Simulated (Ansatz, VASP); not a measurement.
Al: VASP beside Ansatz

```
Al
1.0
     4.54618    0.00000    0.00000
    -2.27309    3.93711    0.00000
     0.00000    0.00000    2.75368
Al
2
Direct
  0.33333 0.66667 0.50000
  0.66667 0.33333 0.50000
```

Alike in both runs: functional PBE; k mesh 15 × 15 × 20; occupations gaussian, width 0.1 eV; no spin polarisation.

Ansatz relaxed the structure, and its values are those at the end. VASP's run is a single point on that final structure, the one shown.

```csv
,VASP,Ansatz
version,VASP 6.6.1,Ansatz 0.2.0
potentials or method,"VASP PAW PBE potentials, release 64 (Al)","scalar-relativistic, plane waves, PAW"
plane-wave cutoff (eV),520,420
valence electrons in the cell,6,6
```

|  | VASP | Ansatz | Ansatz less VASP |
| --- | --- | --- | --- |
| gap on the k mesh at the Fermi level (eV) | none | none | - |
| pressure (GPa) | 0.0 | 0.0 | +0.02 |

A gap of «none» marks a metal or a gap that the smearing closes.
